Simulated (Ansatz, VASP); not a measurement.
**One calculation of MgI2, two programs**

File INCAR:

```
ALGO = Normal
DIPOL = 0.5 0.5 0.271
EDIFF = 1E-6
ENCUT = 520
GGA = PE
IDIPOL = 3
ISIF = 2
ISMEAR = 0
IVDW = 12
LASPH = True
LCHARG = True
LDIPOL = True
LELF = True
LREAL = False
LVACPOTAV = True
LVHAR = True
LWAVE = False
NBANDS = 25
NELM = 100
PREC = Accurate
SIGMA = 0.1
```

KPOINTS

```
k-points
0
Gamma
  6 6 1
```

File POSCAR:

```
MgI2
1.0
    4.1291190000      0.0000000000      0.0000000000
   -2.0645590000      3.5759220000      0.0000000000
    0.0000000000      0.0000000000     44.2065080000
Mg I
2 4
Direct
    0.0000000000      0.0000000000      0.1937110000
    0.3333330000      0.6666670000      0.3491960000
    0.3333330000      0.6666670000      0.2316590000
    0.6666670000      0.3333330000      0.1556770000
    0.6666670000      0.3333330000      0.3872300000
    0.0000000000      0.0000000000      0.3112470000
```

Input for Ansatz:

```yaml
crystal:
  lattice:
    - [4.129119, 0.0, 0.0]
    - [-2.064559, 3.575922, 0.0]
    - [0.0, 0.0, 44.206508]
  atoms:
    - { symbol: Mg, position: [0.0, 0.0, 0.193711] }
    - { symbol: Mg, position: [0.333333, 0.666667, 0.349196] }
    - { symbol: I, position: [0.333333, 0.666667, 0.231659] }
    - { symbol: I, position: [0.666667, 0.333333, 0.155677] }
    - { symbol: I, position: [0.666667, 0.333333, 0.38723] }
    - { symbol: I, position: [0.0, 0.0, 0.311247] }
  periodic: [true, true, false]
basis:
  ecutwfc: 420
kpoints:
  mp_grid: { grid: [6, 6, 1] }
hamiltonian:
  xc: pbe
  dispersion: d3bj
scf:
  occupations: { method: gaussian, width: 0.1 }
  lower_state_search: "off"
output:
  forces: true
  stress: true
  eigenvalues: true
```

Alike in both runs: task single point; functional PBE; dispersion D3(BJ); k mesh 6 × 6 × 1; occupations gaussian, width 0.1 eV; no spin polarisation.

```csv
,VASP,Ansatz
version,VASP 6.6.1,Ansatz 0.2.0
potentials or method,"VASP PAW PBE potentials, release 64 (Mg, I)","scalar-relativistic, plane waves, PAW"
plane-wave cutoff (eV),520,420
valence electrons in the cell,32,88
```

Ansatz gave:

```
gap on the k mesh at the Fermi level (eV) : 3.45
least direct gap on the mesh (eV)         : 3.90
rms of the force components (eV/Å)        : 0.001
```

Q: Which values does VASP return?

A: gap on the k mesh at the Fermi level (eV): 3.44; least direct gap on the mesh (eV): 3.88; rms of the force components (eV/Å): 0.004.

Atom by atom the forces differ by 0.005 eV/Å (rms over components). The two sets of potentials don't hold the same shells in valence. Ansatz warned: «structure_snapped_to_symmetry».

Caveats: spin-orbit coupling is left out, which moves the levels of the heavy elements. A hybrid or GW would open this gap; PBE tends to underestimate it.
